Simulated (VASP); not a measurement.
Input of a VASP 6.6.1 run:

Contents of INCAR:

```
PREC = Accurate
ENCUT = 520
EDIFF = 1E-8
ISMEAR = 0
SIGMA = 0.01
LREAL = False
LASPH = True
NELM = 100
ALGO = Fast
ISIF = 2
LWAVE = False
LCHARG = False
GGA = PE
IVDW = 12
LEFG = True
NBANDS = 35
```

The input KPOINTS:

```
Automatic mesh
0
Gamma
  12 12 4
```

The input POSCAR:

```
WS2
1.0
    3.1540618912      0.0000000000      0.0000000000
   -1.5770309456      2.7314977229      0.0000000000
    0.0000000000      0.0000000000     12.1404010712
W S
2 4
Direct
    0.3333333333      0.6666666667      0.2500000000
    0.6666666667      0.3333333333      0.7500000000
    0.3333333333      0.6666666667      0.6202909676
    0.6666666667      0.3333333333      0.1202909676
    0.3333333333      0.6666666667      0.8797090324
    0.6666666667      0.3333333333      0.3797090324
```

Potentials or basis: VASP PAW PBE potentials, release 64 (W_sv, S).

Run with:

```console
$ cat potpaw_PBE.64/W_sv/POTCAR potpaw_PBE.64/S/POTCAR > POTCAR
$ mpirun -np 1 vasp_std > vasp.out
```

Task: What does it give for the dispersion energy per atom?

Result: -0.435 eV.

Task: What does it give for the band gap on the k mesh?

Result: 0.91 eV, indirect (least direct gap 1.83 eV).

Electric field gradients, principal values (V/Å²):
| atom | Vxx | Vyy | Vzz |
| --- | --- | --- | --- |
| 1 W | 76.093 | 76.093 | -152.186 |
| 2 W | 76.093 | 76.093 | -152.186 |
| 3 S | 21.077 | 21.078 | -42.154 |
| 4 S | 21.077 | 21.078 | -42.154 |
| 5 S | 21.077 | 21.078 | -42.154 |
| 6 S | 21.077 | 21.078 | -42.154 |

Caveat: spin-orbit coupling is left out, which moves the levels of the heavy elements. Expect the measured gap to be larger: semilocal functionals such as PBE lack the derivative discontinuity.
